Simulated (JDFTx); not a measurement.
The system is Pd.

```
Pd
1.0
     0.00000    1.94650    1.94650
     1.94650    0.00000    1.94650
     1.94650    1.94650    0.00000
Pd
1
Direct
  0.00000 0.00000 0.00000
```

* Program: JDFTx 1.7.0 (patched build)
* Task: relaxation of cell and atoms
* Functional: PBEsol
* Potentials or basis: SG15-PBE-1.2 with smoothed tails
* Cutoff: 1088 eV
* Density cutoff: 4354 eV
* k mesh: 6 × 6 × 6
* Occupations: fermi-dirac, width 0.05 eV
* Spin: no spin polarisation

At the start: pressure -4.2 GPa; volume 14.75 Å³/atom.

Where does the relaxation end?

Over 5 steps the energy falls by 4.2 meV/atom and the volume is 14.44 Å³/atom (-2.1 %); space group Fm-3m (No. 225, to 0.05 Å).

The path:
| step | energy change (eV) | largest force (eV/Å) | pressure (GPa) | volume (Å³) |
| --- | --- | --- | --- | --- |
| 1 | 0.0000 | 0.0000 | -4.24 | 14.75 |
| 2 | -0.0020 | 0.0000 | -3.08 | 14.66 |
| 3 | -0.0042 | 0.0000 | -0.01 | 14.44 |
| 4 | -0.0042 | 0.0000 | 0.02 | 14.44 |
| 5 | -0.0042 | 0.0000 | 0.01 | 14.44 |

Final structure:
```
Pd
1.0
     0.00000    1.93290    1.93290
     1.93290    0.00000    1.93290
     1.93290    1.93290    0.00000
Pd
1
Direct
  0.00000 0.00000 0.00000
```

Caveat: the k mesh is coarse (spacing up to 0.47 Å⁻¹), so the values aren't converged; the potentials were made for another functional, which shifts forces and pressure.
